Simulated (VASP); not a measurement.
Consider the following.

```
BeO
1.0
    1.35000    -2.33827     0.00000
    1.35000     2.33827     0.00000
    0.00000     0.00000     4.38000
Be O
2 2
Cartesian
  1.35000  -0.77942   2.19000
  1.35000   0.77942   0.00000
  1.35000  -0.77942   3.84564
  1.35000   0.77942   1.65564
```

These are G0W0 on PBE orbitals, VASP's PBE PAW potentials (set 64) (plane waves; VASP) values and carry that method's errors. Settings: PREC = Normal, 500 eV cut-off, 4×4×2 Γ-centred mesh, Gaussian smearing of 0.010 eV, potentials Be_sv_GW O_GW_new.

The mesh is coarse and the basis finite, so the quasiparticle values are not converged.

NBANDS = 320, ENCUTGW = 200 eV, NOMEGA = 64. The PBE levels (eV) that the step starts from are:

| state | KS energy | filling |
|---|---|---|
| k1 (0.00, 0.00, 0.00), band 7 | 3.09 | 2 |
| k1 (0.00, 0.00, 0.00), band 8 | 4.07 | 2 |
| k1 (0.00, 0.00, 0.00), band 9 | 4.07 | 2 |
| k1 (0.00, 0.00, 0.00), band 10 | 4.11 | 2 |
| k1 (0.00, 0.00, 0.00), band 11 | 11.76 | 0 |
| k1 (0.00, 0.00, 0.00), band 12 | 15.75 | 0 |
| k1 (0.00, 0.00, 0.00), band 13 | 18.33 | 0 |
| k1 (0.00, 0.00, 0.00), band 14 | 18.33 | 0 |
| k4 (0.25, 0.25, 0.00), band 7 | 0.78 | 2 |
| k4 (0.25, 0.25, 0.00), band 8 | 1.34 | 2 |
| k4 (0.25, 0.25, 0.00), band 9 | 2.10 | 2 |
| k4 (0.25, 0.25, 0.00), band 10 | 2.50 | 2 |
| k4 (0.25, 0.25, 0.00), band 11 | 13.92 | 0 |
| k4 (0.25, 0.25, 0.00), band 12 | 15.74 | 0 |
| k4 (0.25, 0.25, 0.00), band 13 | 17.97 | 0 |
| k4 (0.25, 0.25, 0.00), band 14 | 19.05 | 0 |
| k6 (0.25, 0.00, 0.50), band 7 | 2.29 | 2 |
| k6 (0.25, 0.00, 0.50), band 8 | 2.29 | 2 |
| k6 (0.25, 0.00, 0.50), band 9 | 2.85 | 2 |
| k6 (0.25, 0.00, 0.50), band 10 | 2.85 | 2 |
| k6 (0.25, 0.00, 0.50), band 11 | 13.95 | 0 |
| k6 (0.25, 0.00, 0.50), band 12 | 13.95 | 0 |
| k6 (0.25, 0.00, 0.50), band 13 | 18.15 | 0 |
| k6 (0.25, 0.00, 0.50), band 14 | 18.15 | 0 |

Task: Give the quasiparticle energies and renormalisation factors Z.

Result: 
```csv
state,QP energy (eV),Z
"k1 (0.00, 0.00, 0.00), band 7",1.16,0.81
"k1 (0.00, 0.00, 0.00), band 8",2.26,0.81
"k1 (0.00, 0.00, 0.00), band 9",2.26,0.81
"k1 (0.00, 0.00, 0.00), band 10",2.32,0.81
"k1 (0.00, 0.00, 0.00), band 11",12.87,0.84
"k1 (0.00, 0.00, 0.00), band 12",17.04,0.84
"k1 (0.00, 0.00, 0.00), band 13",19.80,0.85
"k1 (0.00, 0.00, 0.00), band 14",19.80,0.85
"k4 (0.25, 0.25, 0.00), band 7",-1.46,0.80
"k4 (0.25, 0.25, 0.00), band 8",-0.81,0.80
"k4 (0.25, 0.25, 0.00), band 9",0.04,0.80
"k4 (0.25, 0.25, 0.00), band 10",0.50,0.81
"k4 (0.25, 0.25, 0.00), band 11",14.92,0.85
"k4 (0.25, 0.25, 0.00), band 12",17.12,0.83
"k4 (0.25, 0.25, 0.00), band 13",19.42,0.83
"k4 (0.25, 0.25, 0.00), band 14",20.62,0.82
"k6 (0.25, 0.00, 0.50), band 7",0.27,0.81
"k6 (0.25, 0.00, 0.50), band 8",0.27,0.81
"k6 (0.25, 0.00, 0.50), band 9",0.89,0.81
"k6 (0.25, 0.00, 0.50), band 10",0.89,0.81
"k6 (0.25, 0.00, 0.50), band 11",15.18,0.84
"k6 (0.25, 0.00, 0.50), band 12",15.18,0.84
"k6 (0.25, 0.00, 0.50), band 13",19.57,0.83
"k6 (0.25, 0.00, 0.50), band 14",19.57,0.83
```
On the mesh the gap opens from 7.64 to 10.55 eV.

The compound is BeO in the wurtzite structure. The cell was not relaxed at this level. The k-mesh is coarse (spacing up to 0.72 per Å, 2π included), so the numbers may not be converged in it.
